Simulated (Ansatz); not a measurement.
# MgI2: response to strain

Aim: deform MgI2 (equal xx and yy strain of +1 %) and compute stress, forces and field gradients with LAPW, PAW and all-electron datasets made for the crystal.

Program: Ansatz 0.2.0. Level of theory: DFT PBEsol, scalar-relativistic. These are calculated values, not measurements.

## Step 1: The system as given

Symmetry: P-3m1, No. 164, trigonal system. Conventional cell: a = 4.154 Å, b = 4.154 Å, c = 6.862 Å, α = 90.00°, β = 90.00°, γ = 120.00°. Around Mg (site symmetry -3m) lie 6 I at 2.92 Å. Around I (site symmetry 3m) lie 3 Mg at 2.92 Å.

Coordinates:

```cif
data_structure
_symmetry_space_group_name_H-M 'P-3m1'
_symmetry_Int_Tables_number 164
_cell_length_a 4.1537
_cell_length_b 4.1537
_cell_length_c 6.8620
_cell_angle_alpha 90.000
_cell_angle_beta 90.000
_cell_angle_gamma 120.000
_cell_volume 102.53
loop_
_atom_site_label
_atom_site_type_symbol
_atom_site_symmetry_multiplicity
_atom_site_Wyckoff_symbol
_atom_site_fract_x
_atom_site_fract_y
_atom_site_fract_z
_atom_site_occupancy
Mg1 Mg 1 a 0.00000 0.00000 0.00000 1
I1 I 2 d 0.33333 0.66667 0.75763 1
```

The file gives the conventional cell by its symmetry; the runs use the cell typed in the input.

Atoms are numbered in the order of the input: Mg1, I2, I3.

## Step 2: After the deformation

Space group P-3m1 before, P-3m1 after.

## Step 3: LAPW, all electrons

input.yaml

```yaml
crystal:
  lattice:
    - [4.1952371226, 0.0, 0.0]
    - [-2.0976185613, 3.633181923, 0.0]
    - [0.0, 0.0, 6.862]
  atoms:
    - { symbol: Mg, position: [0.0, 0.0, 0.0] }
    - { symbol: I, position: [0.3333333333, 0.6666666667, 0.75763] }
    - { symbol: I, position: [0.6666666667, 0.3333333333, 0.24237] }
kpoints:
  mp_grid: { grid: [7, 7, 4] }
  band_path:
    path:
      - [0.0, 0.0, 0.0]
      - [0.5, 0.0, 0.0]
      - [0.3333333333, 0.3333333333, 0.0]
      - [0.0, 0.0, 0.0]
      - [0.0, 0.0, 0.5]
      - [0.5, 0.0, 0.5]
      - [0.3333333333, 0.3333333333, 0.5]
      - [0.0, 0.0, 0.5]
      - [0.5, 0.0, 0.5]
    npoints: 5
scf:
  occupations: { method: fermi_dirac, width: 0.03 }
hamiltonian:
  xc: pbesol
  pseudopotentials: { kind: all_electron, lapw: { basis_error: 0.001 } }
output:
  forces: true
  stress: true
  eigenvalues: true
```

On the command line:

```
$ ansatz run input.yaml --threads 1 --pin off --max-ram 4096MiB --backend cpu --events-out ev --progress --plain --runs-dir out
```

## Step 4: PAW with frozen cores

input.yaml

```yaml
crystal:
  lattice:
    - [4.1952371226, 0.0, 0.0]
    - [-2.0976185613, 3.633181923, 0.0]
    - [0.0, 0.0, 6.862]
  atoms:
    - { symbol: Mg, position: [0.0, 0.0, 0.0] }
    - { symbol: I, position: [0.3333333333, 0.6666666667, 0.75763] }
    - { symbol: I, position: [0.6666666667, 0.3333333333, 0.24237] }
kpoints:
  mp_grid: { grid: [7, 7, 4] }
scf:
  occupations: { method: fermi_dirac, width: 0.03 }
hamiltonian:
  xc: pbesol
  pseudopotentials: { kind: paw }
output:
  forces: true
  stress: true
  eigenvalues: true
  efg: { contact_densities: true }
```

## Step 5: All-electron PAW on datasets made for the crystal

input.yaml: that of step 4 with these lines changed.

```diff
@@ -15,3 +15,3 @@
   xc: pbesol
-  pseudopotentials: { kind: paw }
+  pseudopotentials: { kind: all_electron, datasets: crystal }
 output:
```

(Steps that only read results are left out.)

**Question.** What will these runs give? Wanted: pressure; largest shear or deviatoric stress.

**Answer**, as computed:

```
                                 quantity                                              value
                                 pressure  LAPW -0.77, PAW -0.76, crystal datasets -0.77 GPa
largest shear or deviatoric stress (LAPW)                                           0.45 GPa
```

The largest part of the stress beyond the pressure is 0.45 GPa in size, in the zz component; the atoms are carried along and not relaxed. No run of the undeformed cell stands beside it, so pressure and stress hold what the given cell had before the change, as far as its symmetry allows. PAW: stress within 0.01 GPa of LAPW, forces within 2 meV/Å. Crystal datasets: stress within 0.01 GPa of LAPW, forces within 1 meV/Å. Spin-orbit coupling is left out, though the cell holds I; in elements this heavy it can shift bands and gaps by tenths of an eV.

The gaps are Kohn-Sham values of a semilocal functional, not quasiparticle or optical gaps. Such gaps usually fall short of the measured ones; spin-orbit coupling, left out here, narrows gaps with I, so the two errors partly cancel.
